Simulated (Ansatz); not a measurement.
Crystal: Ge.

```
Ge
1.0
     0.00000    2.82891    2.82891
     2.82891    0.00000    2.82891
     2.82891    2.82891    0.00000
Ge
2
Direct
  0.75000 0.75000 0.75000
  0.50000 0.50000 0.50000
```

| Quantity | Value |
| --- | --- |
| Program | Ansatz 0.2.0 |
| Task | single point |
| Functional | PBEsol |
| Potentials or basis | all-electron LAPW, scalar-relativistic |
| Cutoff | 317 eV (chosen from the basis error) |
| Basis error allowed | 0.001 eV/atom |
| k mesh | 8 × 8 × 8 |
| Occupations | fermi-dirac, width 0.05 eV |
| Spin | no spin polarisation |

On this cell: pressure 0.6 GPa; largest force zero by symmetry; band gap on the k mesh none (metal or under the smearing width).

The same run follows on a disturbed copy (atoms moved at random, drawn with an rms of 0.05 Å):

```
Ge
1.0
     0.00000    2.82891    2.82891
     2.82891    0.00000    2.82891
     2.82891    2.82891    0.00000
Ge
2
Direct
  0.76097 0.73326 0.75334
  0.49345 0.48940 0.51015
```

**Question.** What does the disturbed cell give?

**Answer.** The energy (extrapolated to zero smearing) moves by +9.5 meV/atom; pressure 0.8 GPa; largest force 0.686 eV/Å; band gap on the k mesh none (metal or under the smearing width).

Forces on the atoms (eV/Å):
```
Ge   0.431 -0.368 -0.387
Ge  -0.431  0.368  0.387
```

Stress tensor (GPa, compression positive):
```
 0.77 -1.08 -1.02
-1.08  0.79  1.21
-1.02  1.21  0.79
```

Caveats: this crystal is a semiconductor, whose small gap the functional closes, so the metal is an error of the method (some runs).
